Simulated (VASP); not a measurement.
# W (Im-3m) in VASP: a series of runs

Runs on W. Level: PBE. Tasks: relaxation of cell and atoms.

All numbers are computed with VASP 6.6.1; they aren't measurements. Logs are shortened: lines on timing, memory, paths and dates and some standing lists are left out, and cuts for length are marked.

**1. The structure**

The structure is cubic, space group Im-3m (No. 229). Conventional cell: a = 3.165 Å, b = 3.165 Å, c = 3.165 Å, α = 90.00°, β = 90.00°, γ = 90.00°. W (site symmetry m-3m) has 8 W at 2.74 Å as nearest neighbours.

**2. Relaxation of cell and atoms, PBE**

Input file INCAR:

```
SYSTEM = W
  ALGO = Normal
  EDIFF = 1E-6
  EDIFFG = -0.01
  ENCUT = 300
  GGA = PE
  IBRION = 2
  ISIF = 3
  ISMEAR = 1
  LASPH = .TRUE.
  LCHARG = .FALSE.
  LREAL = .FALSE.
  LWAVE = .FALSE.
  NELM = 80
  NSW = 90
  PREC = Accurate
  SIGMA = 0.1
```

Input file KPOINTS:

```
k-points
0
G
  8 8 8
  0 0 0
```

Input file POSCAR:

```
W
1.0
   -1.5823450000      1.5823450000      1.5823450000
    1.5823450000     -1.5823450000      1.5823450000
    1.5823450000      1.5823450000     -1.5823450000
W
1
Direct
    0.0000000000      0.0000000000      0.0000000000
```

Potentials or basis: VASP PAW PBE potentials, release 64 (W).

The run is started by

```console
$ cat potpaw_PBE.64/W/POTCAR > POTCAR
$ mpirun -np 1 vasp_std > vasp.out
```

OUTCAR:

```text
SYSTEM = W
   EDIFF = 1E-6
   EDIFFG = -0.01
   ENCUT = 300
   GGA = PE
   IBRION = 2
   ISIF = 3
   ISMEAR = 1
   LASPH = .TRUE.
   LREAL = .FALSE.
   NELM = 80
   NSW = 90
   PREC = Accurate

 ion  position               nearest neighbor table
   1  0.000  0.000  0.000-

  LATTYP: Found a body centered cubic cell.
 ALAT       =     3.1646900000

  Lattice vectors:

 A1 = (  -1.5823450000,   1.5823450000,   1.5823450000)
 A2 = (   1.5823450000,  -1.5823450000,   1.5823450000)
 A3 = (   1.5823450000,   1.5823450000,  -1.5823450000)

Analysis of symmetry for initial positions (statically):
=====================================================================
 Subroutine PRICEL returns:
 Original cell was already a primitive cell.

 Routine SETGRP: Setting up the symmetry group for a
 body centered cubic supercell.

 Subroutine GETGRP returns: Found 48 space group operations
 (whereof 48 operations were pure point group operations)
 out of a pool of 48 trial point group operations.

The static configuration has the point symmetry O_h .

Analysis of symmetry for dynamics (positions and initial velocities):
=====================================================================
 Subroutine PRICEL returns:
 Original cell was already a primitive cell.

 Routine SETGRP: Setting up the symmetry group for a
 body centered cubic supercell.

 Subroutine GETGRP returns: Found 48 space group operations
 (whereof 48 operations were pure point group operations)
 out of a pool of 48 trial point group operations.

The dynamic configuration has the point symmetry O_h .

 Subroutine INISYM returns: Found 48 space group operations
 (whereof 48 operations are pure point group operations),
 and found     1 'primitive' translations

----------------------------------------------------------------------------------------

                                     Primitive cell

  volume of cell :      15.8476

  direct lattice vectors                    reciprocal lattice vectors
    -1.582345000  1.582345000  1.582345000     0.000000000  0.315986716  0.315986716
     1.582345000 -1.582345000  1.582345000     0.315986716  0.000000000  0.315986716
     1.582345000  1.582345000 -1.582345000     0.315986716  0.315986716  0.000000000

  length of vectors
     2.740701935  2.740701935  2.740701935     0.446872699  0.446872699  0.446872699

  position of ions in fractional coordinates (direct lattice)
     0.000000000  0.000000000  0.000000000

  ion indices of the primitive-cell ions
   primitive index   ion index
                 1           1

----------------------------------------------------------------------------------------

 KPOINTS: k-points

Automatic generation of k-mesh.
 Grid dimensions read from file:
 generate k-points for:    8    8    8

 Generating k-lattice:

  Cartesian coordinates                     Fractional coordinates (reciprocal lattice)
     0.000000000  0.039498339  0.039498339     0.125000000  0.000000000  0.000000000
     0.039498339  0.000000000  0.039498339     0.000000000  0.125000000  0.000000000
     0.039498339  0.039498339  0.000000000     0.000000000  0.000000000  0.125000000

  Length of vectors
     0.055859087  0.055859087  0.055859087

  Shift w.r.t. Gamma in fractional coordinates (k-lattice)
     0.000000000  0.000000000  0.000000000

 Subroutine IBZKPT returns following result:
 ===========================================

 Found     29 irreducible k-points:

 Following reciprocal coordinates:
            Coordinates               Weight
  0.000000  0.000000  0.000000      1.000000
  0.125000  0.000000  0.000000     12.000000
  0.250000  0.000000  0.000000     12.000000
  0.375000  0.000000  0.000000     12.000000
  0.500000  0.000000  0.000000      6.000000
  0.125000  0.125000  0.000000     24.000000
[... 16 lines left out ...]
 -0.250000  0.250000  0.250000      6.000000
 -0.375000  0.375000  0.250000     24.000000
 [... further k-points ...]
   k-points           NKPTS =     29   k-points in BZ     NKDIM =     29   number of bands    NBANDS=      7
   number of dos      NEDOS =    301   number of ions     NIONS =      1
   total plane-waves  NPLWV =   4096
   dimension x,y,z NGX =    16 NGY =   16 NGZ =   16
   dimension x,y,z NGXF=    32 NGYF=   32 NGZF=   32
   ions per type =               1
   NGX,Y,Z   is equivalent  to a cutoff of   9.71,  9.71,  9.71 a.u.
   NGXF,Y,Z  is equivalent  to a cutoff of  19.41, 19.41, 19.41 a.u.
 SYSTEM =  W
   PREC   = accura    normal or accurate (medium, high low for compatibility)
   ISTART =      0    job   : 0-new  1-cont  2-samecut
   ICHARG =      2    charge: 1-file 2-atom 10-const
   ISPIN  =      1    spin polarized calculation?
   LNONCOLLINEAR =      F non collinear calculations
   LSORBIT =      F    spin-orbit coupling
   LASPH  =      T    aspherical Exc in radial PAW
   ENCUT  =  300.0 eV  22.05 Ry    4.70 a.u.   3.87  3.87  3.87*2*pi/ulx,y,z
   NELM   =     80;   NELMIN=  2; NELMDL= -5     # of ELM steps
   EDIFF  = 0.1E-05   stopping-criterion for ELM
   LREAL  =      F    real-space projection
   EDIFFG = -.1E-01   stopping-criterion for IOM
   NSW    =     90    number of steps for IOM
   IBRION =      2    ionic relax: 0-MD 1-quasi-New 2-CG
   NFREE  =      1    steps in history (QN), initial steepest desc. (CG)
   ISIF   =      3    stress and relaxation
   ISYM   =      2    0-nonsym 1-usesym 2-fastsym
   POTIM  = 0.5000    time-step for ionic-motion
   TEBEG  =    0.0;   TEEND  =   0.0 temperature during run
   PSTRESS=    0.0 pullay stress
   NELECT =       6.0000    total number of electrons
   NUPDOWN=      -1.0000    fix difference up-down
   EMIN   =  10.00;   EMAX   =-10.00  energy-range for DOS
   EFERMI =   0.00;   METHOD = LEGACY
   ISMEAR =     1;   SIGMA  =   0.10  broadening in eV -4-tet -1-fermi 0-gaus
   EFERMI_NEDOS =   21; number of points for ismear=-14 and -15
   IALGO  =     38    algorithm
   IMIX   =      4    mixing-type and parameters
     AMIX     =   0.40;   BMIX     =  1.00
     AMIX_MAG =   1.60;   BMIX_MAG =  1.00
  volume/ion in A,a.u.               =      15.85       106.94
  Fermi-wavevector in a.u.,A,eV,Ry     =   1.184325  2.238049 19.083867  1.402625
  Thomas-Fermi vector in A             =   2.320541
   LORBIT       =      0    0 simple, 1 ext, 2 COOP (PROOUT), +10 PAW based schemes
   GGA     = PE    functional components
   LHFCALC =     F    Hartree Fock is set to
   AEXX    =    0.0000 exact exchange contribution
   IVDW    =     0    specifies the selected vdW correction
   LEPSILON=     F    determine dielectric tensor
   LRPA    =     F    only Hartree local field effects (RPA)
 conjugate gradient relaxation of ions
 non-spin polarized calculation
 Methfessel and Paxton  Order N= 1 SIGMA  =   0.10
  energy-cutoff  :      300.00
  volume of cell :       15.85
 maximum number of plane-waves:       197
   NGX =  7   NGY =  7   NGZ =  7

--------------------------------------- Ionic step        1  -------------------------------------------

 number of electron       5.9999999 magnetization

 Free energy of the ion-electron system (eV)
  ---------------------------------------------------
  ext. energy  EPLUGINS =         0.00000000
  ---------------------------------------------------
  free energy    TOTEN  =       -13.01407857 eV

  energy without entropy =      -13.01471657  energy(sigma->0) =      -13.01429124

------------------------ aborting loop because EDIFF is reached ----------------------------------------

  FORCE on cell =-STRESS in cart. coord.  units (eV):
  Direction    XX          YY          ZZ          XY          YZ          ZX
  --------------------------------------------------------------------------------------
  -------------------------------------------------------------------------------------
  Total        0.1550686      0.1550686      0.1550686     -0.0000000     -0.0000000      0.0000000
  in kB       15.6772924     15.6772924     15.6772924     -0.0000000     -0.0000000      0.0000000
  external PRESSURE =      15.6772924 kB  Pullay stress =       0.0000000 kB
[... 55 lines left out ...]
  energy  without entropy=      -13.0102773035  energy(sigma->0) =      -13.00985039

--------------------------------------- Ionic step        3  -------------------------------------------

 number of electron       5.9999998 magnetization

 Free energy of the ion-electron system (eV)
  ---------------------------------------------------
  ext. energy  EPLUGINS =         0.00000000
  ---------------------------------------------------
  free energy    TOTEN  =       -13.01444788 eV

  energy without entropy =      -13.01508637  energy(sigma->0) =      -13.01466071

 E-fermi :   7.3251     XC(G=0): -13.1193

 val. band max:        7.2492581552   @ k =   0.1250   0.0000   0.0000
 cond. band min:       7.8350039363   @ k =  -0.2500   0.2500   0.1250
 fundamental gap:      0.5857457811
 Fermi energy:         7.3251436329

 k-point     1 :       0.0000    0.0000    0.0000
  band No.  band energies     occupation
      1      -1.8234      2.00000
      2       6.5289      2.00000
      3       6.5289      2.00000
      4       6.5289      2.00000
      5       9.9824      0.00000
      6       9.9824      0.00000
      7      22.9820      0.00000
[... 221 lines left out ...]
 k-point    24 :      -0.3750    0.3750    0.2500
  band No.  band energies     occupation
      1       3.2347      2.00000
      2       3.9741      2.00000
      3       7.2423      1.99410
      4       8.0415     -0.00000
      5      11.4596      0.00000
      6      12.1432      0.00000
      7      21.4489      0.00000

 [... further k-points ...]
[... 5 lines left out ...]
  --------------------------------------------------------------------------------------
  -------------------------------------------------------------------------------------
  Total        0.0014152      0.0014152      0.0014152      0.0000000      0.0000000      0.0000000
  in kB        0.1423859      0.1423859      0.1423859      0.0000000      0.0000000      0.0000000
  external PRESSURE =       0.1423859 kB  Pullay stress =       0.0000000 kB
[... 16 lines left out ...]
  FREE ENERGIE OF THE ION-ELECTRON SYSTEM (eV)
  ---------------------------------------------------
  free  energy   TOTEN  =       -13.0144478838 eV

  energy  without entropy=      -13.0150863694  energy(sigma->0) =      -13.01466071

 reached required accuracy - stopping structural energy minimisation
```

Wall time 4.2 s (1 thread of Intel Xeon Platinum 8259CL at 2.50GHz (Skylake/Cascade Lake), shared host); peak memory 0.11 GiB.

What came out:

```
Free energy                            : -13.0144 eV
Relaxed volume                         : 15.92 Å³/atom
Relaxed cell                           : a = 2.745 Å, b = 2.745 Å, c = 2.745 Å, α = 109.47°, β = 109.47°, γ = 109.47°
Space group after relaxing (to 0.05 Å) : Im-3m (No. 229)
Energy gained by relaxing              : 0.4 meV/atom
Ionic steps                            : 3
Pressure after relaxing                : 0.0 GPa
Band gap on the k mesh                 : none (metal or under the smearing width)
```

Step by step:
| step | energy change (eV) | largest force (eV/Å) | pressure (GPa) | volume (Å³) |
| --- | --- | --- | --- | --- |
| 1 | 0.0000 | 0.0000 | 1.57 | 15.85 |
| 2 | 0.0044 | 0.0000 | -5.37 | 16.21 |
| 3 | -0.0004 | 0.0000 | 0.01 | 15.92 |

Final structure:
```yaml
crystal:
  lattice:
    - [-1.58491, 1.58491, 1.58491]
    - [1.58491, -1.58491, 1.58491]
    - [1.58491, 1.58491, -1.58491]
  atoms:
    - { symbol: W, position: [0.00000, 0.00000, 0.00000] }
```

Levels at points of the mesh, in eV from the Fermi level:
```tsv
k point	band 1	band 2	band 3	band 4	band 5	band 6	band 7
(0.00, 0.00, 0.00)	-9.15	-0.80	-0.80	-0.80	2.66	2.66	15.66
(0.50, 0.00, 0.00)	-5.79	-3.10	1.12	2.55	3.52	6.49	11.41
(0.50, 0.50, 0.50)	-5.34	-5.34	5.52	5.52	5.52	8.77	8.77
```

The run has no spin-orbit coupling, so splittings on W are missing. PBE usually gives volumes a little too large and moduli too small.

**3. Relaxation of cell and atoms, PBE**

This run uses another cell than the first one, of 15.92 Å³/atom, 1.005 times its volume.

Edit INCAR of step 2 so:

```diff
@@ -2,4 +2,4 @@
   ALGO = Normal
-  EDIFF = 1E-6
-  EDIFFG = -0.01
+  EDIFF = 1E-7
+  EDIFFG = -0.005
   ENCUT = 300
```

KPOINTS is that of step 2.

Input file POSCAR:

```
W                                       
1.0
   -1.5849070619      1.5849070619      1.5849070619
    1.5849070619     -1.5849070619      1.5849070619
    1.5849070619      1.5849070619     -1.5849070619
  W             
     1
Direct
     0.0000000000000000    0.0000000000000000    0.0000000000000000
```

Potentials or basis: VASP PAW PBE potentials, release 64 (W).

The run is started by

```console
$ cat potpaw_PBE.64/W/POTCAR > POTCAR
$ mpirun -np 1 vasp_std > vasp.out
```

Wall time 2.5 s (1 thread of Intel Xeon Platinum 8259CL at 2.50GHz (Skylake/Cascade Lake), shared host); peak memory 0.11 GiB.

Results (log left out):

| Property | Result |
| --- | --- |
| Free energy | -13.0146 eV |
| Pressure after relaxing | 0.0 GPa |
| Band gap on the k mesh | none (metal or under the smearing width) |

Final structure:
```
W
1.0
    -1.58491    1.58491    1.58491
     1.58491   -1.58491    1.58491
     1.58491    1.58491   -1.58491
W
1
Direct
  0.00000 0.00000 0.00000
```

Levels at points of the mesh, in eV from the Fermi level:
| k point | band 1 | band 2 | band 3 | band 4 | band 5 | band 6 |
| --- | --- | --- | --- | --- | --- | --- |
| (0.00, 0.00, 0.00) | -9.15 | -0.80 | -0.80 | -0.80 | 2.66 | 2.66 |
| (0.50, 0.00, 0.00) | -5.79 | -3.10 | 1.12 | 2.55 | 3.52 | 6.49 |
| (0.50, 0.50, 0.50) | -5.34 | -5.34 | 5.52 | 5.52 | 5.52 | 8.77 |

Caveat: the relaxation stopped at its first step, so nothing moved. The run has no spin-orbit coupling, so splittings on W are missing.
